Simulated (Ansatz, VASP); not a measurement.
**Al32H (a cell with a defect) in VASP and in Ansatz**

```
CELL_PARAMETERS angstrom
8.10000 0.00000 0.00000
0.00000 8.10000 0.00000
0.00000 0.00000 8.10000
ATOMIC_POSITIONS crystal
Al 0.50000 0.99995 0.00448
Al 0.74936 0.24938 0.99935
Al 0.74997 0.99995 0.24976
Al 0.00001 0.99996 0.00018
Al 0.25064 0.24938 0.99935
Al 0.50000 0.50010 0.00019
Al 0.74943 0.75059 0.99939
Al 0.25002 0.99995 0.24975
Al 0.50000 0.24989 0.24979
Al 0.75050 0.49999 0.25005
Al 0.50000 0.99993 0.49367
Al 0.74946 0.24944 0.50055
Al 0.75503 0.99994 0.75020
Al 0.00000 0.49997 0.00069
Al 0.25057 0.75059 0.99939
Al 0.00000 0.25047 0.25003
Al 0.24950 0.49999 0.25005
Al 0.50000 0.74994 0.24973
Al 0.00000 0.99994 0.50038
Al 0.25054 0.24944 0.50055
Al 0.50000 0.50004 0.50037
Al 0.74937 0.75061 0.50060
Al 0.24500 0.99994 0.75020
Al 0.50000 0.25532 0.75021
Al 0.74990 0.50007 0.75016
Al 0.00000 0.74946 0.25007
Al 0.00000 0.50001 0.49955
Al 0.25063 0.75062 0.50060
Al 0.00000 0.24981 0.75017
Al 0.25010 0.50007 0.75016
Al 0.50000 0.74521 0.75019
Al 0.00000 0.75002 0.75015
H 0.50024 0.00420 0.73559
```

Alike in both runs: functional PBE; k mesh 2 × 2 × 2; occupations fermi-dirac, width 0.15 eV; no spin polarisation.

Ansatz relaxed the structure, and its values are those at the end. VASP's run is a single point on that final structure, the one shown.

```csv
,VASP,Ansatz
version,VASP 6.6.1,Ansatz 0.2.0
potentials or method,"VASP PAW PBE potentials, release 64 (Al, H)","scalar-relativistic, plane waves, PAW"
plane-wave cutoff (eV),520,420
valence electrons in the cell,97,97
```

```tsv
	VASP	Ansatz	Ansatz less VASP
rms of the force components (eV/Å)	0.015	0.014	-0.0008
```

Caveats: the k mesh is coarse (spacing up to 0.39 Å⁻¹), so the values aren't converged.
